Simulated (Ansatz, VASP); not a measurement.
# Cross-check of H2PtO2 between VASP and Ansatz

Aim: how closely do two programs agree when they are given the same cell, functional and k mesh? The structure shown is the start of the Ansatz relaxation below; VASP solves that cell, so the two are compared at the walk's first step.

Calculated with Ansatz 0.2.0; plane waves, with VASP 6.6.1 beside it; single point at PBE.

**1. The starting structure**

The cell holds 5 atoms: 1 Pt, 2 O and 2 H. Its edges and angles: a = 3.262 Å, b = 3.262 Å, c = 32.034 Å, α = 90.0°, β = 90.0°, γ = 60.4°. Vacuum lies along c. The height across the vacuum is the one that the program set for its solve, not the one typed.

**2. Ansatz: relaxation, PBE**

Ansatz runs on its default PAW (the set named soft_2) files.

The two programs are compared at the cell with which this relaxation starts, whose forces are those of its first step.

input.yaml

```yaml
crystal:
  lattice:
    - [3.26174914, 0.0, 0.0]
    - [1.61134631, 2.83594261, 0.0]
    - [0.0, 0.0, 19.98172411]
  atoms:
    - { symbol: Pt, position: [0.33172704, 0.33172704, 0.5] }
    - { symbol: O, position: [0.66345408, 0.66345408, 0.44725202] }
    - { symbol: O, position: [0.0, 0.0, 0.55274798] }
    - { symbol: H, position: [0.66348674, 0.66348674, 0.39698205] }
    - { symbol: H, position: [0.99996735, 0.99996735, 0.60301795] }
  periodic: [true, true, false]
kpoints:
  mp_grid: { grid: [9, 9, 1] }
scf:
  occupations: { method: fermi_dirac, width: 0.05 }
hamiltonian:
  xc: pbe
  pseudopotentials: { kind: paw }
output:
  forces: true
  stress: true
relax:
  f_tol: 0.02
  max_steps: 50
  cell: {}
```

Launch:

```sh
$ ansatz run input.yaml --threads 4 --pin off --max-ram 8192MiB --backend cpu --events-out ev --progress --plain --runs-dir out
```

Numbers of over 12 decimals in the logs are rounded to 6 here.

Output:

```text
Warning: crystal.periodic: the lattice vector that does not repeat stood 0.000° off the slab's normal, 19.982 Å along it as the deck builds it. The run solves the slab on a vector along the normal, 32.034 Å long, with every atom where it was (on the deck's vector they left 15.86 Å outside them, and the widest stretch free of ions among them is 1.05 Å). A fractional position that the run reports is one of the run's ce [...]
crystal.periodic: the lattice vector that does not repeat stood 0.000° off the slab's normal, 19.982 Å along it as the deck builds it. The run solves the slab on a vector along the normal, 32.034 Å long, with every atom where it was (on the deck's vector they left 15.86 Å outside them, and the widest stretch free of ions among them is 1.05 Å). A fractional position that the run reports is one of the run's cell, which [...]
Engine: ansatz 0.2.0, x86_64-unknown-linux-gnu
Pseudopotentials: kind: paw
Pseudopotential: Pt, paw, valence charge 18, recommended cutoff 420 eV (normal), Pt.paw.azcp
Pseudopotential: O, paw, valence charge 6, recommended cutoff 420 eV (normal), O.paw.azcp
Pseudopotential: H, paw, valence charge 1, recommended cutoff 420 eV (normal), H.paw.azcp
Functional definition: PBE
  parameter kappa = 0.804
  parameter beta = 0.066725
  exchange = pbe_x(kappa = kappa, mu = beta*pi^2/3)
  correlation = pbe_c(beta = beta)
Crystal: 5 atoms, lattice volume = 296.318 Å³
Basis set: ecut = 420 eV, 5903 PW (Γ), exchange–correlation on 48×48×432 points (8 copies of the dense FFT grid, shifted against one another)
Bands: 21, of which v1, the nominal top of the filled ones, is band 16 counted from 1 (15 counted from 0)
Symmetry: 4 space group operations
Space group: C2/m (ITA 12), of the structure as read, at distance tolerance 6.7e-5 Å
k-points: 25 of 81
Non-local potential: Pt, projectors of the file, l = 0: 3, l = 1: 2, l = 2: 2, l = 3: 1
Non-local potential: O, projectors of the file, l = 0: 2, l = 1: 2, l = 2: 1
Non-local potential: H, projectors of the file, l = 0: 2, l = 1: 1
PAW form: soft (Blöchl's): semilocal exchange-correlation on the pseudo side does not see the compensation charge
PAW one-centre angular grid: Pt, 590 points (default); XC on 64 Gauss nodes
PAW one-centre angular grid: O, 110 points (default); XC on 64 Gauss nodes
PAW one-centre angular grid: H, 110 points (default); XC on 64 Gauss nodes
Initial density: superposition of atomic densities (neutral atoms: chi_scale 0, normalization atom), corrected by the library's trained network
Initial wavefunctions: pseudopotential atomic-orbital guess
[...]
Basis set: ecut = 420 eV, 7415 PW (Γ), exchange–correlation on 50×50×432 points (8 copies of the dense FFT grid, shifted against one another)
iter 1 solved again at ethr=4.25e-7 eV; its pass at ethr=3.10e-3 eV (dr2=1.36e-4 eV) is discarded
SCF iter   1: F=—  HF=-13686.206536 eV  |F-HF|=—  |Δ(HF+E_count)|=         —  Δρ=2.84e-4  dr2=4.53e-5  ethr=4.25e-7  ⟨swp⟩=4.8  Hψ=5087  notcnv=0
preconditioner: auto → LDOS  [metal: Δε(μ)=0.067 eV  Ē_g=10.249 eV  σ=0.050 eV  W_gap=0.32  n_scr=18 (ndim 8)  ℏωp=9.3 eV  f_vac=0.834  D(μ)=2.56/eV (n_scr^D=10)  β→1.0]
SCF iter   2: F=—  HF=-13686.209324 eV  |F-HF|=—  |Δ(HF+E_count)|=   2.79e-3  Δρ=8.16e-5  dr2=1.39e-5  ethr=1.41e-7  ⟨swp⟩=2.9  Hψ=1141  notcnv=0
SCF iter   3: F=—  HF=-13686.209318 eV  |F-HF|=—  |Δ(HF+E_count)|=   5.72e-6  Δρ=1.67e-5  dr2=8.53e-7  ethr=4.35e-8  ⟨swp⟩=2.5  Hψ=989  notcnv=0
SCF iter   4: F=—  HF=-13686.209430 eV  |F-HF|=—  |Δ(HF+E_count)|=   1.12e-4  Δρ=9.98e-6  dr2=3.15e-7  ethr=2.67e-9  ⟨swp⟩=3.5  Hψ=1099  notcnv=0
SCF iter   5: F=—  HF=-13686.209431 eV  |F-HF|=—  |Δ(HF+E_count)|=   7.53e-7  Δρ=4.14e-6  dr2=7.13e-8  ethr=9.85e-10  ⟨swp⟩=2.3  Hψ=736  notcnv=0
SCF iter   6: F=—  HF=-13686.209431 eV  |F-HF|=—  |Δ(HF+E_count)|=   3.98e-7  Δρ=1.26e-6  dr2=4.16e-9  ethr=2.23e-10  ⟨swp⟩=2.6  Hψ=820  notcnv=0
SCF iter   7: F=—  HF=-13686.209431 eV  |F-HF|=—  |Δ(HF+E_count)|=   4.51e-8  Δρ=2.03e-7  dr2=1.05e-10  ethr=1.30e-11  ⟨swp⟩=3.1  Hψ=1087  notcnv=0
SCF iter   8: F=-13686.209431 eV  HF=-13686.209431 eV  |F-HF|=4.91e-11  |Δ(HF+E_count)|=   2.22e-8  Δρ=3.23e-8  dr2=2.47e-12  ethr=1.00e-12  ⟨swp⟩=9.1  Hψ=3155  notcnv=0
SCF 18 converged in 8 iterations: F = -13686.209431 eV  dr2 = 2.47e-12
relax step  18: F+E_penalty+E_count = -13686.20943108 eV  Δ(F+E_penalty+E_count) = -1.903e-2 eV  max|allowed force component| = 7.346e-3 eV/Å  Δτ_max = 0.0000 Å  P = +0.091 N/m  Ω = 381.812 Å³  fix = [c, alpha, beta]  reactions: c +0.000 N/m; alpha +0.000, beta +0.000 N/m/rad  stress off target by 2.54e-1 N/m on what of the cell is left free  SCF on the basis re-selected at this cell (its energy is not comparable with the rows above)  (8 SCF iters)
[...]
relax step  19: F+E_penalty+E_count = -13686.20911759 eV  Δ(F+E_penalty+E_count) = +3.135e-4 eV  max|allowed force component| = 1.816e-2 eV/Å  Δτ_max = 0.0052 Å  P = +0.031 N/m  Ω = 383.684 Å³  energy of the carried Pulay correction = -1.097e-3 eV  fix = [c, alpha, beta]  reactions: c +0.000 N/m; alpha -0.000, beta -0.000 N/m/rad  (6 SCF iters, dr2 threshold 8.12e-8 eV, accepted)
[...]
relax step  20: F+E_penalty+E_count = -13686.21033924 eV  Δ(F+E_penalty+E_count) = -1.222e-3 eV  max|allowed force component| = 1.850e-2 eV/Å  Δτ_max = 0.0000 Å  P = +0.037 N/m  Ω = 383.684 Å³  fix = [c, alpha, beta]  reactions: c +0.000 N/m; alpha -0.000, beta -0.000 N/m/rad  stress off target by 3.97e-2 N/m on what of the cell is left free  SCF on the basis re-selected at this cell (its energy is not comparable with the rows above)  (7 SCF iters)
basis re-selected at this cell: Δ(F+E_penalty+E_count) = -1.222e-3 eV, ΔP = +0.006 N/m vs the last step (what re-selecting the basis moved, of the pressure what is left beyond the Pulay correction that the steps carried, after the strain that the cell walked since its last selection, with what the two solves' SCF thresholds leave and, on support functions, any second-order correction that the steps lacked; it is no m [...]
SCF converged after 7 iterations
Free energy (F): -13686.210339 eV
Harris-Foulkes:  -13686.210339 eV  (|F-HF|=2.71e-10)
Internal energy: -13686.190284 eV  (E = F + TS)
E sigma→0 (E₀):  -13686.200312 eV
Entropy (-TS):   -0.020055 eV (-4.011 meV/atom)
Fermi energy:    -2.497250 eV
--- Per-component energies (eV) ---
  E_band       = -763.751319
  E_kinetic    = 1011.060671
  E_local      = -58119.388828  (includes V_loc(G=0)·N_el)
  E_nonlocal   = 302.244372
  E_hartree    = 28455.714506
  E_xc         = -422.880440
  E_vxc        = -508.239773  (∫ρ·V_xc dr)
  E_paw        = -9771.220328  (= ΣΔE_a)
  E_vpaw       = -360.859397  (= ΣTr[D̂ρ^β])
  E_aug_tail   = 0.002452  (compensation charges beyond the density's cutoff)
  E_ewald      = 24858.277311
  E_smearing   = -0.020055  (= −TS)
  E_closure    = 0.000000  (closes the sum)
  Σ components = -13686.210339   (vs F -13686.210339, Δ=0.00e0)
--- Forces (eV/Å), atoms counted from 1 ---
  atom   1  Pt     0.00000000    -0.00000000    -0.00000000
  atom   2  O      0.00478560     0.00278502    -0.01849825
  atom   3  O     -0.00478560    -0.00278502     0.01849825
  atom   4  H      0.00364430     0.00212083     0.01379515
  atom   5  H     -0.00364430    -0.00212083    -0.01379515
  max |Σ_I F_I| component: 1.73e-18 eV/Å
--- 2D stress c σ (N/m, compression-positive) ---
        0.035786      -0.002270      -0.000000
       -0.002270       0.038366      -0.000000
       -0.000000      -0.000000       0.000000
  P = ½ c Tr σ = 0.0371 N/m
--- Relaxed structure (17 steps of the walk, 15 accepted, 3 SCFs on fresh bases) ---
  F+E_penalty+E_count = -13686.21033924 eV   max|allowed force component| = 1.850e-2 eV/Å   (the final SCF, on the basis selected at the relaxed cell)
  cell:  # Å, volume = 383.6841 Å³
    - [3.617692, -0.174814, 0]
    - [1.635194, 3.231779, 0]
    - [0, 0, 32.033905]
  atoms:
    - { symbol: Pt, position: [0.331727, 0.331727042, 0.311884] }
    - { symbol: O, position: [0.646584, 0.646584, 0.287983] }
    - { symbol: O, position: [0.016870, 0.016870, 0.335785] }
    - { symbol: H, position: [0.646661, 0.646661, 0.257534] }
    - { symbol: H, position: [1.016794, 1.016794, 0.366234] }
```

The column dr2 measures how far the density is from self-consistency, as an energy; F and HF (Harris–Foulkes) agree once it is small.

**3. VASP: single point, PBE, start cell**

The same cell, functional, mesh and smearing now go to VASP, with its own data sets.

Lines of VASP's logs that name or quote its potential files are left out, and so is its time.

INCAR

```
SYSTEM = H2PtO2
PREC = Accurate
ENCUT = 520
EDIFF = 1E-06
NELM = 120
ISMEAR = -1
SIGMA = 0.05
LREAL = .FALSE.
ALGO = Normal
GGA = PE
NBANDS = 18
LASPH = .TRUE.
LORBIT = 11
LWAVE = .FALSE.
LCHARG = .FALSE.
ISIF = 2
LDIPOL = .TRUE.
IDIPOL = 3
DIPOL = 0.5 0.5 0.312
LVHAR = .TRUE.
GGA_COMPAT = .FALSE.
NELMDL = -8
KPAR = 2
```

POSCAR

```
H2PtO2
1.0
    3.2617490000      0.0000000000      0.0000000000
    1.6113460000      2.8359430000      0.0000000000
    0.0000000000      0.0000000000     32.0339050000
Pt O H
1 2 2
Direct
    0.3317272261      0.3317270481      0.3118839867
    0.6634541456      0.6634540962      0.2789814729
    0.0000000000      0.0000000000      0.3447865004
    0.6634868663      0.6634865369      0.2476246964
    0.9999674535      0.9999672067      0.3761432769
```

KPOINTS

```
Automatic mesh
0
Gamma
9 9 1
0 0 0
```

Potentials, in the order of the species: Pt, O and H (PBE family, release 64).

Launch:

```sh
$ mpirun -np 2 vasp_std
```

Output:

```text
[banner, memory and clock lines left out]
running    2 mpi-ranks, on    1 nodes
 distrk:  each k-point on    1 cores,    2 groups
 distr:  one band on    1 cores,    1 groups

 POSCAR found type information on POSCAR PtO H
 POSCAR found :  3 types and       5 ions
 LDA part: xc-table for (Slater+PW92), standard interpolation
 POSCAR, INCAR and KPOINTS ok, starting setup
 FFT: planning ... GRIDC
 FFT: planning ... GRID_SOFT
 FFT: planning ... GRID
 WAVECAR not read
 entering main loop
       N       E                     dE             d eps       ncg     rms          rms(c)
DAV:   1     0.192845663971E+03    0.19285E+03   -0.87930E+03  1004   0.966E+02
DAV:   2     0.189295433824E+01   -0.19095E+03   -0.18331E+03  1396   0.204E+02
DAV:   3    -0.255870085421E+02   -0.27480E+02   -0.27015E+02  1216   0.939E+01
DAV:   4    -0.261691894412E+02   -0.58218E+00   -0.57767E+00  1198   0.152E+01
DAV:   5    -0.261757252967E+02   -0.65359E-02   -0.64972E-02  1198   0.150E+00
DAV:   6    -0.261758393943E+02   -0.11410E-03   -0.11409E-03  1226   0.209E-01
DAV:   7    -0.261758423536E+02   -0.29593E-05   -0.29592E-05  1232   0.292E-02
DAV:   8    -0.261758424469E+02   -0.93331E-07   -0.93150E-07  1086   0.522E-03    0.223E+01
DAV:   9    -0.238459515294E+02    0.23299E+01   -0.11942E+01  1130   0.288E+01    0.153E+01
DAV:  10    -0.236561420894E+02    0.18981E+00   -0.20037E+00  1320   0.143E+01    0.639E+00
DAV:  11    -0.235594006575E+02    0.96741E-01   -0.62477E-01  1222   0.616E+00    0.223E+00
DAV:  12    -0.235357630695E+02    0.23638E-01   -0.99616E-02  1280   0.175E+00    0.504E-01
DAV:  13    -0.235360998198E+02   -0.33675E-03   -0.57961E-03  1156   0.575E-01    0.309E-01
DAV:  14    -0.235353677404E+02    0.73208E-03   -0.25989E-03  1254   0.238E-01    0.521E-02
[...]
DAV:  18    -0.235362365778E+02   -0.11015E-03   -0.28174E-05  1170   0.294E-02    0.517E-03
DAV:  19    -0.235362930978E+02   -0.56520E-04   -0.58794E-06   984   0.839E-03    0.444E-03
DAV:  20    -0.235363576776E+02   -0.64580E-04   -0.10128E-05  1170   0.116E-02    0.447E-03
DAV:  21    -0.235363741718E+02   -0.16494E-04   -0.20848E-06  1024   0.569E-03    0.800E-04
DAV:  22    -0.235363877135E+02   -0.13542E-04   -0.14309E-06  1014   0.214E-03    0.580E-04
DAV:  23    -0.235363904312E+02   -0.27177E-05   -0.15174E-07  1042   0.923E-04    0.265E-04
DAV:  24    -0.235363920027E+02   -0.15715E-05   -0.11263E-07   928   0.479E-04    0.927E-05
DAV:  25    -0.235363923132E+02   -0.31055E-06   -0.15168E-08  1042   0.279E-04
   1 F= -.23536392E+02 E0= -.23525475E+02  d E =-.218355E-01
```

OUTCAR, selected parts (step 3):

```text
ion  position               nearest neighbor table
   1  0.332  0.332  0.312-   2 2.15   3 2.15   3 2.17   2 2.17   3 2.17   2 2.17
   2  0.663  0.663  0.279-   4 1.00   1 2.15   1 2.17   1 2.17
   3  0.000  0.000  0.345-   5 1.00   1 2.15   1 2.17   1 2.17
   4  0.663  0.663  0.248-   2 1.00
   5  1.000  1.000  0.376-   3 1.00

  LATTYP: Found a base centered orthorhombic cell.
 ALAT       =     3.2812197064
 B/A-ratio  =     1.7183333095
 C/A-ratio  =     9.7628040382

 Subroutine GETGRP returns: Found  4 space group operations
 (whereof  2 operations were pure point group operations)

The static configuration has the point symmetry C_1h.
 The point group associated with its full space group is C_2h.

 Found     25 irreducible k-points:

   k-points           NKPTS =     25   k-points in BZ     NKDIM =     25   number of bands    NBANDS=     18

   dimension x,y,z NGX =    24 NGY =   24 NGZ =  240
   dimension x,y,z NGXF=    48 NGYF=   48 NGZF=  480

   ENCUT  =  520.0 eV  38.22 Ry    6.18 a.u.   6.06  6.06 59.56*2*pi/ulx,y,z

   NELECT =      24.0000    total number of electrons

 k-points in reciprocal lattice and weights: Automatic mesh
   0.00000000  0.00000000  0.00000000       0.012
   0.11111111  0.00000000  0.00000000       0.049
   0.22222222  0.00000000  0.00000000       0.049
   0.33333333 -0.00000000  0.00000000       0.049
   0.44444444  0.00000000  0.00000000       0.049
   0.11111111  0.11111111  0.00000000       0.025
   0.22222222  0.11111111  0.00000000       0.049
   0.33333333  0.11111111  0.00000000       0.049
   0.44444444  0.11111111  0.00000000       0.049
[...]
0.44444444  0.44444444  0.00000000       0.025
  -0.44444444  0.44444444  0.00000000       0.025

 dipolmoment           0.000000      0.000000     -0.000001 electrons x Angstroem

 average (electrostatic) potential at core
       1 -75.7218       2 -79.5407       3 -79.5407       4 -42.6417       5 -42.6419

 E-fermi :  -1.2810

 k-point     1 :       0.0000    0.0000    0.0000
  band No.  band energies     occupation
    ...
      8      -6.1188      2.00000
      9      -4.3145      2.00000
     10      -4.2960      2.00000
     11      -4.0283      2.00000
     12      -1.6675      1.99912
     13      -0.6441      0.00001
     14      -0.6380      0.00001
     15      -0.5721      0.00000
     16       0.8723      0.00000
     17       1.2382      0.00000
    ...

 k-point     2 :       0.1111    0.0000    0.0000
  band No.  band energies     occupation
    ...
      8      -6.3594      2.00000
      9      -4.2814      2.00000
     10      -4.0592      2.00000
     11      -3.8865      2.00000
     12      -1.3277      1.43528
     13      -1.1232      0.08173
     14      -0.6362      0.00001
     15      -0.1525      0.00000
     16       1.1312      0.00000
     17       1.4868      0.00000
    ...

 k-point     3 :       0.2222    0.0000    0.0000
  band No.  band energies     occupation
    ...
      8      -6.7314      2.00000
      9      -4.3971      2.00000
     10      -3.6695      2.00000
     11      -3.6279      2.00000
     12      -1.6761      1.99926
     13      -0.7154      0.00002
     14      -0.3202      0.00000
     15       0.4806      0.00000
     16       1.8853      0.00000
     17       2.1803      0.00000
    ...

  Total        6.1191478      6.2827214     -0.1556698     -0.1439420      0.0853957      0.1467409
  in kB       33.0859500     33.9703849     -0.8416993     -0.7782879      0.4617305      0.7934214
  external PRESSURE =      22.0715452 kB  Pullay stress =       0.0000000 kB

  energy-cutoff  :      520.00
  volume of cell :      296.32
      direct lattice vectors                 reciprocal lattice vectors
     3.261749000  0.000000000  0.000000000     0.306583983 -0.174197039  0.000000000
     1.611346000  2.835943000  0.000000000     0.000000000  0.352616396  0.000000000
     0.000000000  0.000000000 32.033905000     0.000000000  0.000000000  0.031216925

 POSITION                                       TOTAL-FORCE (eV/Angst)
 -----------------------------------------------------------------------------------
      1.61654      0.94076      9.99086         0.000000      0.000000     -0.000000
      3.23308      1.88152      8.93687        -0.007573     -0.004407     -0.732573
      0.00000      0.00000     11.04486         0.007573      0.004407      0.732573
      3.23323      1.88161      7.93239        -0.031659     -0.018424      0.390985
      4.87294      2.83585     12.04934         0.031659      0.018424     -0.390985
 -----------------------------------------------------------------------------------
    total drift:                                0.001037      0.000871      0.000114

  FREE ENERGIE OF THE ION-ELECTRON SYSTEM (eV)
  ---------------------------------------------------
  free  energy   TOTEN  =       -23.5363923132 eV

  energy  without entropy=      -23.5145568370  energy(sigma->0) =      -23.52547458

 vacuum level on the upper side and lower side of the slab         1.304         1.304

 total charge
# of ion       s       p       d       tot
------------------------------------------
    1        0.487   0.483   8.121   9.091
    2        1.595   3.437   0.000   5.032
    3        1.595   3.437   0.000   5.032
    4        0.588   0.101   0.000   0.689
    5        0.588   0.101   0.000   0.689
--------------------------------------------------
tot          4.852   7.559   8.121  20.533

[... 3 further parts left out ...]
```

**4. Comparison**

Known differences besides the potentials themselves: Ansatz cuts the interaction across the vacuum, VASP repeats the sheet with a dipole correction; the data sets hold 32 valence electrons in Ansatz (on its default PAW (the set named soft_2) files) and 24 in VASP; the cutoff is 420 eV in Ansatz and 520 eV in VASP. Total energies have different zeros and are not compared.

Forces (eV/Å; atoms numbered as in POSCAR):

| atom | Ansatz x, y, z | VASP x, y, z |
| --- | --- | --- |
| Pt1 | 0.000, 0.000, 0.000 | 0.000, 0.000, 0.000 |
| O2 | -0.015, -0.009, -0.804 | -0.008, -0.004, -0.733 |
| O3 | 0.015, 0.009, 0.804 | 0.008, 0.004, 0.733 |
| H4 | -0.033, -0.019, 0.476 | -0.032, -0.018, 0.391 |
| H5 | 0.033, 0.019, -0.476 | 0.032, 0.018, -0.391 |

The forces differ by 41 meV/Å r.m.s., which is 13.4 % of the r.m.s. force of 0.304 eV/Å (both taken over all components). With vacuum in the cell, a pressure given here is an average over mostly empty space and none of the material.

**5. Outcome**

```yaml
r_m_s_force_difference_single_point_pbe_start_cell: 13 % of the r.m.s. force
```

What this shows: The r.m.s. force difference is 13 % of the r.m.s. force (single point, PBE, start cell), beyond the 3 % picked in this series as the mark of a large difference. The data sets hold unlike numbers of valence electrons (32 in Ansatz and 24 in VASP), so part of the differences comes from the potentials. What causes the difference of the single point, PBE, start cell pair stays open here. 1 further run of this series is not shown here. How closely two codes agree says nothing of how well the functional describes the real material.

[Lines on the potential files, build, host, timing and source positions are cut from VASP's logs without a mark.]

[Logs are printed without paths, hosts, clocks, repeated set-up lines and the standing remarks that a program may print on its own settings, such as how far it seeks lower states.]

[Hosts, paths, dates, database ids (printed as entryN), source tags and the programs' standing remarks are cut or masked in the printed files.]
